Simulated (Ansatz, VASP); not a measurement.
# One calculation of Pd, two programs

```
CELL_PARAMETERS angstrom
2.76256 0.00000 0.00000
-1.38128 2.39245 0.00000
0.00000 0.00000 9.11839
ATOMIC_POSITIONS crystal
Pd 0.00000 0.00000 0.00000
Pd 0.33333 0.66667 0.25000
Pd 0.00000 0.00000 0.50000
Pd 0.66667 0.33333 0.75000
```

This isn't the form of Pd at room conditions, which is fcc.

Alike in both runs: task single point; functional PBEsol; k mesh 10 × 10 × 3; occupations methfessel-paxton of order 1, width 0.1 eV; no spin polarisation.

|  | VASP | Ansatz |
| --- | --- | --- |
| version | VASP 6.6.1 | Ansatz 0.2.0 |
| potentials or method | VASP PAW PBE potentials, release 64 (Pd) | plane waves, PAW |
| plane-wave cutoff (eV) | 520 | 510 |
| valence electrons in the cell | 40 | 72 |

Ansatz gave:

```
pressure (GPa)                                  : -6.3
largest component of the traceless stress (GPa) : 0.63
```

Task: Which values does VASP return?

Result: Pressure (GPa): -6.5; largest component of the traceless stress (GPa): 0.59.

The two sets of potentials don't hold the same shells in valence.

Caveats: the PAW data sets were made with another functional, which shifts forces and pressure a little (VASP).
